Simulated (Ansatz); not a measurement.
**CdIn2S4 (Cadmoindite): properties at the relaxed cell**

An exercise on one series of results from a longer session: the logs are not shown, and one member is left open.

Computed with Ansatz 0.2.0 (DFT PBE, scalar-relativistic, plane waves, PAW, unless a step's input says otherwise).

## Starting point

It takes space group Fd-3m (No. 227, cubic). Conventional cell: a = 11.017 Å, b = 11.017 Å, c = 11.017 Å, α = 90.00°, β = 90.00°, γ = 90.00°. Around Cd (site symmetry -43m) lie 4 S at 2.57 Å. In (site symmetry -3m) has 6 S at 2.65 Å as nearest neighbours. Around S (site symmetry 3m) lie 1 Cd at 2.57 Å and 3 In at 2.65 Å.

Coordinates:

```cif
data_structure
_symmetry_space_group_name_H-M 'Fd-3m:1'
_symmetry_Int_Tables_number 227
_cell_length_a 11.0171
_cell_length_b 11.0171
_cell_length_c 11.0171
_cell_angle_alpha 90.000
_cell_angle_beta 90.000
_cell_angle_gamma 90.000
_cell_volume 1337.21
loop_
_atom_site_label
_atom_site_type_symbol
_atom_site_symmetry_multiplicity
_atom_site_Wyckoff_symbol
_atom_site_fract_x
_atom_site_fract_y
_atom_site_fract_z
_atom_site_occupancy
Cd1 Cd 8 b 0.00000 0.00000 0.50000 1
In1 In 16 c 0.12500 0.12500 0.12500 1
S1 S 32 e 0.38464 0.88464 0.38464 1
```

It is the result of an earlier relaxation at this level (volume 23.88 Å³/atom; gap on the mesh: 1.05 eV).

The first run:

input.yaml reads:

```yaml
crystal:
  lattice:
    - [0.0, 5.4528998827, 5.4528998827]
    - [5.4528998827, 0.0, 5.4528998827]
    - [5.4528998827, 5.4528998827, 0.0]
  atoms:
    - { symbol: Cd, position: [0.0, 0.0, 0.0] }
    - { symbol: Cd, position: [0.25, 0.25, 0.25] }
    - { symbol: In, position: [0.625, 0.625, 0.625] }
    - { symbol: In, position: [0.125, 0.625, 0.625] }
    - { symbol: In, position: [0.625, 0.625, 0.125] }
    - { symbol: In, position: [0.625, 0.125, 0.625] }
    - { symbol: S, position: [0.3846419014, 0.3846419014, 0.3846419014] }
    - { symbol: S, position: [0.4039257041, 0.8653580986, 0.8653580986] }
    - { symbol: S, position: [0.3846419014, 0.3846419014, 0.8460742959] }
    - { symbol: S, position: [0.8653580986, 0.4039257041, 0.8653580986] }
    - { symbol: S, position: [0.8460742959, 0.3846419014, 0.3846419014] }
    - { symbol: S, position: [0.8653580986, 0.8653580986, 0.8653580986] }
    - { symbol: S, position: [0.3846419014, 0.8460742959, 0.3846419014] }
    - { symbol: S, position: [0.8653580986, 0.8653580986, 0.4039257041] }
basis:
  ecutwfc: 420
kpoints:
  mp_grid: { grid: [6, 6, 6] }
hamiltonian:
  xc: pbe
scf:
  occupations: { method: gaussian, width: 0.02 }
output:
  forces: true
  stress: true
  eigenvalues: true
relax:
  adjacent_minimum: "off"
  f_tol: 0.01
  max_steps: 30
```

The run is started by

```bash
$ ansatz run input.yaml --threads 4 --pin off --max-ram 10240MiB --backend cpu --events-out ev --progress --plain --runs-dir out
```

Among the steps run: The cell scaled to 0.97 of its volume; Volume × 1.03; The cell scaled to 0.94 of its volume; The cell scaled to 1.06 of its volume; The cell scaled to 0.91 of its volume; Volume × 1.10; The cell scaled to 0.88 of its volume.

One table of the session follows, with a row left open; its other results are not shown here.

It belongs to the step «Equation of state». 

```
volume (Å³/atom)  energy above the lowest point (meV/atom)  pressure (GPa)  gap on the mesh (eV)
          21.013                                      87.1           11.01                  1.81
          21.730                                      46.0            7.51                  1.60
          22.446                                      19.2            4.56                  1.40
          23.162                                       4.5            2.08                  1.22
          23.879                                       0.0           -0.01                  1.05
          24.595                                         ?               ?                     ?
          25.312                                      15.3           -3.23                  0.74
          26.267                                      39.5           -4.83                  0.55
```

Estimate the missing values for volume (Å³/atom) = 24.595.

Worked estimate for «energy above the lowest point (meV/atom)». A straight line through the neighbours (23.879, 0.0) and (25.312, 15.3) gives 0.0 + (15.3 − 0.0) × (24.595 − 23.879) / (25.312 − 23.879) = 7.6; a parabola fitted to 4 rows on both sides gives 4.2.

**Answer.** energy above the lowest point (meV/atom): 4.1; pressure (GPa): -1.76; gap on the mesh (eV): 0.89. In «energy above the lowest point (meV/atom)» the line misses by +3.5 and the parabola by +0.1.

Caveats from the session: Warnings in the runs' records: stress scf threshold loose.
